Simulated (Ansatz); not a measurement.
# Pressure shift of the zone-centre TO and LO modes of zinc-blende BN in LDA, from tension to 51 GPa

Compression packs the dipoles of zinc-blende BN more densely, which by itself should push the longitudinal (LO) and transverse (TO) optical modes apart. The calculated modes instead draw closer while both rise. The size and curvature of these shifts matter in practice, because a Raman line of a hard, stable crystal can serve as a pressure gauge in an anvil cell, and a gauge read with a constant slope errs where the line bends. The shifts are calculated here in LDA for the static lattice and measured against the row at −0.01 GPa. T2 is the mode without the macroscopic field, hence the TO frequency. The input combines LDA with PAW potentials labelled PBE, which may displace absolute frequencies and pressures.

## Computational details

One crystal, BN (zinc-blende) (known phase). Its volume was then scaled in steps, which gives the pressures listed, with shape and atoms relaxed where symmetry leaves them free. The structures stem from cells from the Materials Project (structure alone), directly or through a relaxation at another level; cell and atoms were relaxed at zero pressure at each row's own level, inside the symmetry of the start, with no thermal or zero-point expansion. Program: Ansatz 0.2.0, plane waves, LDA, the program's earlier default PAW potentials, scalar-relativistic without spin-orbit coupling, no spin polarisation. Wave-function cutoff 420 eV (the default for the potentials of each cell); on the k meshes (Γ-centred) the least product of divisions and cell-vector length runs from 29 to 31 Å. Occupations: fixed. Harmonic modes at natural masses come from linear response (density functional perturbation theory), with the acoustic sum rule imposed. Born charges and ε∞ come from the response to a homogeneous electric field, in some rows without a check of its k mesh; the charge sum rule is imposed.

Notes on method and selection:

- Harmonic values at the static lattice; measured values carry thermal expansion and anharmonic shifts at their temperature.
- Modes are followed from row to row by the overlap of their patterns.
- Semilocal functionals put Kohn-Sham gaps below measured gaps and, as a rule, ε∞ above measured values.
- Negative pressure is tension; other phases that would form under pressure are ignored.
- dω/dP = γω₀/B₀, with γ the mode Grüneisen parameter and B₀ = −V dP/dV the bulk modulus.
- Runs that did not converge, have known faults, used another set of PAW files or may not be shown are not listed.

Columns:

- pressure (GPa): hydrostatic pressure of the static lattice, compression positive.
- ε static: static dielectric constant, ions relaxed.
- Kohn-Sham gap (eV): Kohn-Sham gap, lowest empty minus highest filled level on the k mesh.
- T2 (cm⁻¹): zone-centre mode T2, no LO-TO term.
- volume per atom (Å³): volume per atom of the relaxed cell.
- energy (meV/atom): static energy per atom above the relaxed cell.
- top LO mode (cm⁻¹): highest zone-centre mode with the macroscopic field.

Input lines of one member:

```
kpoints:
  mp_grid: { grid: [12, 12, 12] }
hamiltonian:
  xc: lda
  pseudopotentials: { kind: paw, azcp: { folder: soft_1 }, xc_functional: pbe }
scf:
  occupations: { method: fixed }
output:
  eigenvalues: true
phonons:
  method: dfpt
  dielectric: true
  rigid_motions: translations
  raman: true
```

Command (options for logging and memory left out): `ansatz run input.yaml --threads 4 --backend cpu`

## Computed values

| member | pressure (GPa) | ε∞ | ε static | Kohn-Sham gap (eV) | T2 (cm⁻¹) | volume per atom (Å³) | energy (meV/atom) | top LO mode (cm⁻¹) |
| --- | --- | --- | --- | --- | --- | --- | --- | --- |
| −21.03 GPa | −21.03 | 4.623 | 7.07 | 4.32 | 991.7 | 6.08 | 23.61 | 1226.4 |
| −14.67 GPa | −14.67 | 4.603 | 6.96 | 4.34 | 1015.8 | 5.96 | 10.85 | 1248.9 |
| −7.67 GPa | −7.67 | 4.584 | 6.85 | 4.37 | 1040.8 | 5.85 | 2.76 | 1272.2 |
| −0.01 GPa | −0.01 | 4.566 | 6.74 | 4.39 | 1066.7 | 5.73 | 0.00 | 1296.4 |
| +4.10 GPa | 4.10 | 4.557 | 6.69 | 4.40 | 1080.1 | 5.68 | 0.72 | 1308.8 |
| +8.41 GPa | 8.41 | 4.549 | 6.64 | 4.41 | 1093.7 | 5.62 | 2.94 | 1321.5 |
| +17.64 GPa | 17.64 | ? | ? | ? | ? | ? | ? | ? |
| +27.79 GPa | 27.79 | 4.516 | 6.44 | 4.46 | 1150.8 | 5.39 | 28.43 | 1374.7 |
| +38.94 GPa | 38.94 | 4.500 | 6.35 | 4.48 | 1181.1 | 5.28 | 52.27 | 1402.9 |
| +51.20 GPa | 51.20 | 4.486 | 6.26 | 4.51 | 1212.6 | 5.16 | 84.48 | 1432.3 |

Cells marked ? are withheld until the estimate has been made.

Least-squares fits to the members shown, with x = pressure (GPa); R² in the fitted variables, residuals in the unit of y:

| y | members | fit | R² | rms residual | leave-one-out rms | standard deviation of y |
| --- | --- | --- | --- | --- | --- | --- |
| T2 (cm⁻¹) | 9 | y = 1063 + 3.041 x | 1.00 | 4.4 | 6.3 | 75 |
| volume per atom (Å³) | 9 | y = 5.760 − 0.01252 x | 0.99 | 0.031 | 0.044 | 0.31 |

## Mechanism

Between −7.67 and +8.41 GPa, T2 rises by (1093.7 − 1040.8) / 16.08 = 3.29 cm⁻¹ per GPa and the LO mode by (1321.5 − 1272.2) / 16.08 = 3.07 cm⁻¹ per GPa. T2 therefore shifts most, and it does so between every pair of neighbouring rows shown.

The line has no kink. The slope of T2 falls steadily, from 3.79 cm⁻¹ per GPa between the two rows under strongest tension to (1212.6 − 1181.1) / (51.20 − 38.94) = 2.57 between the two at highest pressure. Shorter bonds are stiffer, which raises the frequency, but a stiffer crystal also shortens less for each further GPa. Locally, $d\omega/dP = \gamma\omega/B$. The tabled volumes give $B$ = 5.96 × 13.36 / (6.08 − 5.85) = 346 GPa between −21.03 and −7.67 GPa, and 5.28 × 23.41 / (5.39 − 5.16) = 537 GPa between 27.79 and 51.20 GPa, each uncertain by a few per cent because the volumes are rounded. With the mode at the middle row of each range as $\omega$, the corresponding $\gamma$ is 346 × 49.1 / (13.36 × 1015.8) = 1.25 and 537 × 61.8 / (23.41 × 1181.1) = 1.20, equal within that rounding. The bend thus comes mainly from the growing bulk modulus, not from a change in how the mode responds to volume.

The LO–TO splitting narrows from 234.7 to 219.7 cm⁻¹ over the whole range. It follows from $\omega_{LO}^2 - \omega_{TO}^2 \propto Z^{*2}/(\varepsilon_\infty V)$, with $Z^*$ the Born charge. The factor $1/(\varepsilon_\infty V)$ grows by (4.623 × 6.08) / (4.486 × 5.16) = 1.214, whereas the difference of squares grows only by (1432.3² − 1212.6²) / (1226.4² − 991.7²) = 1.116. The squared charge must then fall to 1.116 / 1.214 = 0.92 of its value, in line with the computed Born charges, which shrink under compression. With an unchanged charge and T2 as tabled, the LO mode at 51.20 GPa would lie at (1212.6² + 1.214 × (1226.4² − 991.7²))^0.5 = 1450.0 cm⁻¹ and the splitting would be 1450.0 − 1212.6 = 237.4 cm⁻¹, slightly wider than under tension. The loss of dynamical charge is what turns widening into narrowing.

## Prediction

Plain estimates from the members shown:

- +17.64 GPa, fit at x = 17.64: 1116.6 cm⁻¹
- +17.64 GPa, straight-line interpolation between +8.41 GPa and +27.79 GPa: w = (17.64 − 8.41) / (27.79 − 8.41) = 0.476, so 1093.7 + 0.476 × (1150.8 − 1093.7) = 1120.9 cm⁻¹

The straight-line fit is unsuitable at 17.64 GPa despite its R² of 1.00: it runs below the calculated values at both neighbouring pressures, by about 5 cm⁻¹ at 8.41 GPa and 3 cm⁻¹ at 27.79 GPa. Interpolation between these neighbours, 1120.9 cm⁻¹, is better but still slightly low, since a chord lies under a line that bends downwards.

The missing curvature follows from the slopes of adjoining intervals, in cm⁻¹ per GPa: 3.155 from 4.10 to 8.41 GPa, 2.946 from 8.41 to 27.79 GPa and 2.717 from 27.79 to 38.94 GPa. The lower side gives (2.946 − 3.155) / (27.79 − 4.10) = −0.0088, the upper side (2.717 − 2.946) / (38.94 − 8.41) = −0.0075, with a mean of (−0.0088 − 0.0075) / 2 = −0.0082 cm⁻¹ per GPa². The correction to the chord is −0.0082 × (17.64 − 8.41) × (17.64 − 27.79) = +0.8, and 1120.9 + 0.8 = 1121.7 cm⁻¹.

The same route, applied to each of the five shown rows that have two shown neighbours on either side, returns T2 within 0.1 cm⁻¹. At 27.79 GPa, where the gap to be bridged is widest, the weight is (27.79 − 8.41) / (38.94 − 8.41) = 0.635, the chord gives 1093.7 + 0.635 × (1181.1 − 1093.7) = 1149.2 and the correction 1.6, together 1150.8 cm⁻¹, as tabled. Structure and bonding stay the same along the line, so no further shift is added. The error bar of 0.1 cm⁻¹ covers these misses and the rounding of the table.

**Committed estimate, +17.64 GPa: T2 = 1121.7 ± 0.1 cm⁻¹.**

## Result

| member | pressure (GPa) | ε∞ | ε static | Kohn-Sham gap (eV) | T2 (cm⁻¹) | volume per atom (Å³) | energy (meV/atom) | top LO mode (cm⁻¹) |
| --- | --- | --- | --- | --- | --- | --- | --- | --- |
| +17.64 GPa | 17.64 | 4.532 | 6.54 | 4.43 | 1121.7 | 5.51 | 12.22 | 1347.6 |

| member | estimate | T2 (cm⁻¹) | computed | estimate − computed | miss in error bars |
| --- | --- | --- | --- | --- | --- |
| +17.64 GPa | committed | 1121.7 | 1121.7 | 0.0 | 0.0 |
| +17.64 GPa | fit | 1116.6 | 1121.7 | −5.1 |  |
| +17.64 GPa | interpolation | 1120.9 | 1121.7 | −0.8 |  |

The estimate of 1121.7 cm⁻¹ equals the computed value to the last digit shown, so it lies inside its error bar of 0.1 cm⁻¹. The chord between the neighbours was 0.8 cm⁻¹ too low and the straight-line fit 5.1 cm⁻¹ too low. The correction for curvature, taken from the slopes on either side, therefore had the right sign and size.

This agreement tests the smoothness of the line, not its cause. The other columns of the new row bear on the cause. Its volume gives a bulk modulus of 5.62 × 17.65 / (5.73 − 5.51) = 451 GPa between −0.01 and 17.64 GPa, again uncertain by a few per cent, which falls between the 346 GPa found under tension and the 537 GPa found at high pressure. That supports a stiffening crystal as the main source of the bend, but not as the only one. The mechanism above went too far in treating the two values of γ, 1.25 and 1.20, as equal and in ruling out a change in how the mode responds to volume. The rounded volumes cannot settle whether γ changes; volumes with more digits show that it does fall slightly under compression. With γ constant, the changes in B and ω would reduce the slope of T2 from the tension range to the high-pressure range to (346 / 537) × (1181.1 / 1015.8) = 0.75 of its value, whereas it falls to (61.8 / 23.41) / (49.1 / 13.36) = 0.72. The falling γ thus adds a smaller part to the bend. The LO–TO splitting, 1347.6 − 1121.7 = 225.9 cm⁻¹, also lies between those of the neighbouring rows, 227.8 and 223.9 cm⁻¹, so the narrowing continues through this pressure.

## Where the trend breaks

Least-squares fits to the whole series, with x = pressure (GPa); R² in the fitted variables, residuals in the unit of y:

| y | members | fit | R² | rms residual | leave-one-out rms | standard deviation of y |
| --- | --- | --- | --- | --- | --- | --- |
| T2 (cm⁻¹) | 10 | y = 1063.6 + 3.0477 x | 1.00 | 4.4 | 6.2 | 71 |
| volume per atom (Å³) | 10 | y = 5.758 − 0.01257 x | 0.99 | 0.031 | 0.043 | 0.30 |

Largest departures from the fit to the whole series:

| member | T2 (cm⁻¹) | fit | computed − fit | in rms residuals |
| --- | --- | --- | --- | --- |
| −21.03 GPa | 991.7 | 999.5 | −7.8 | 1.8 |
| +51.20 GPa | 1212.6 | 1219.6 | −7.0 | 1.6 |
| +8.41 GPa | 1093.7 | 1089.2 | +4.5 | 1.0 |
| +17.64 GPa | 1121.7 | 1117.4 | +4.3 | 1.0 |

No single member stands out. The two end rows lie 7.8 and 7.0 cm⁻¹ below the straight line, while the rows from −7.67 to 27.79 GPa lie above it, which is the pattern a straight line leaves when it is fitted to a smooth curve that bends downwards. The departures thus belong to the form of the fit, and their signs follow from the stiffening of the crystal under pressure, with a small addition from the falling γ.

## Conclusions

From −0.01 to 51.20 GPa, the parabola $\omega = 1066.7 + 3.26P - 0.0080P^2$ (cm⁻¹, $P$ in GPa), drawn through the rows at −0.01, 17.64 and 51.20 GPa, reproduces T2 within about 0.4 cm⁻¹. Its quadratic coefficient is ((1212.6 − 1121.7) / (51.20 − 17.64) − (1121.7 − 1066.7) / (17.64 + 0.01)) / (51.20 + 0.01) = −0.0080 cm⁻¹ per GPa², and its slope at zero pressure is (1121.7 − 1066.7) / 17.65 + 0.0080 × 17.64 = 3.26 cm⁻¹ per GPa. Over all ten rows its rms miss is 1.0 cm⁻¹, against a standard deviation of 71; the largest, 2.9 cm⁻¹, is at −21.03 GPa.

For a pressure gauge the bend matters. The shift of 145.9 cm⁻¹ at 51.20 GPa, read with the parabola's initial slope alone, would give 145.9 / 3.26 = 44.8 GPa, which is 6.4 GPa too low.

Zero-point and thermal motion, left out here, should lower T2 through expansion and anharmonicity. This displaces the absolute frequency, but much of it should cancel when shifts are taken from the zero-pressure line.

[Logs are printed without paths, hosts, clocks, repeated set-up lines and the standing remarks that a program may print on its own settings, such as how far it seeks lower states.]
